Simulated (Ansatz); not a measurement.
# AlAs: properties at the relaxed cell

An exercise on one series of results from a longer session: the logs are not shown, and one member is left open.

Method: DFT PBE, scalar-relativistic, plane waves, PAW, in Ansatz 0.2.0.

1 further run of the same task is left out (set aside as unsound or not needed).

### The starting structure

It takes space group F-43m (No. 216, cubic). Conventional cell: a = 5.728 Å, b = 5.728 Å, c = 5.728 Å, α = 90.00°, β = 90.00°, γ = 90.00°. Al (site symmetry -43m) has 4 As at 2.48 Å as nearest neighbours. As (site symmetry -43m) has 4 Al at 2.48 Å as nearest neighbours.

Coordinates:

```
Al As
1.0
     0.00000    2.86381    2.86381
     2.86381    0.00000    2.86381
     2.86381    2.86381    0.00000
Al As
1 1
Direct
  0.00000 0.00000 0.00000
  0.25000 0.25000 0.25000
```

It is the result of an earlier relaxation at this level (volume 23.49 Å³/atom; gap on the mesh: 1.50 eV).

The first run:

input.yaml

```yaml
crystal:
  lattice:
    - [0.0, 2.8638066104, 2.8638066104]
    - [2.8638066104, 0.0, 2.8638066104]
    - [2.8638066104, 2.8638066104, 0.0]
  atoms:
    - { symbol: Al, position: [0.0, 0.0, 0.0] }
    - { symbol: As, position: [0.25, 0.25, 0.25] }
basis:
  ecutwfc: 420
kpoints:
  mp_grid: { grid: [8, 8, 8] }
  band_path:
    path:
      - [[0.0, 0.0, 0.0], [-0.5, -0.5, 0.0], [-0.375, -0.375, 0.25]]
      - [[-0.375, 0.0, 0.375], [0.0, 0.0, 0.0], [0.0, 0.0, 0.5], [-0.5, -0.25, 0.25], [-0.5, -0.5, 0.0]]
    npoints: 14
hamiltonian:
  xc: pbe
scf:
  occupations: { method: gaussian, width: 0.02 }
  n_extra_bands: 6
output:
  forces: true
  stress: true
  eigenvalues: true
  populations: true
  dos: { projected: true, de: 0.02, nscf_kmesh: { grid: [12, 12, 12] } }
  bader: true
  write_density: true
  write_potential: true
  elf: true
  volumetric_format: npy
```

On the command line:

```sh
ansatz run input.yaml --threads 1 --pin off --max-ram 2560MiB --backend cpu --events-out ev --progress --plain --runs-dir out
```

Among the steps run: Electronic structure at the relaxed geometry; Seeking the band edges over the whole zone; Levels beside the edges; The cell scaled to 0.97 of its volume; The cell scaled to 1.03 of its volume; Point at V/V0 = 0.94; Volume × 1.06.

One table of the session follows, with a row left open; its other results are not shown here.

It belongs to the step «Energy against volume». 

| volume (Å³/atom) | energy above the lowest point (meV/atom) | pressure (GPa) | gap on the mesh (eV) |
| --- | --- | --- | --- |
| 22.078 | 20.1 | 4.79 | 1.40 |
| 22.783 | 4.8 | 2.22 | 1.45 |
| 23.487 | 0.0 | 0.03 | 1.50 |
| 24.192 | ? | ? | ? |
| 24.896 | 15.8 | -3.43 | 1.34 |

Q: Estimate the row for volume (Å³/atom) = 24.192 from the others.

Worked estimate for «energy above the lowest point (meV/atom)». A straight line through the neighbours (23.487, 0.0) and (24.896, 15.8) gives 0.0 + (15.8 − 0.0) × (24.192 − 23.487) / (24.896 − 23.487) = 7.9; a parabola fitted to 3 rows on both sides gives 3.7.

As computed: energy above the lowest point (meV/atom): 4.1; pressure (GPa): -1.84; gap on the mesh (eV): 1.55. In «energy above the lowest point (meV/atom)» the line misses by +3.8 and the parabola by -0.4.

Caveats from the session: The gap on the mesh goes from 1.40 eV at the smallest volume to 1.34 eV at the largest, through a peak of 1.55 eV between.
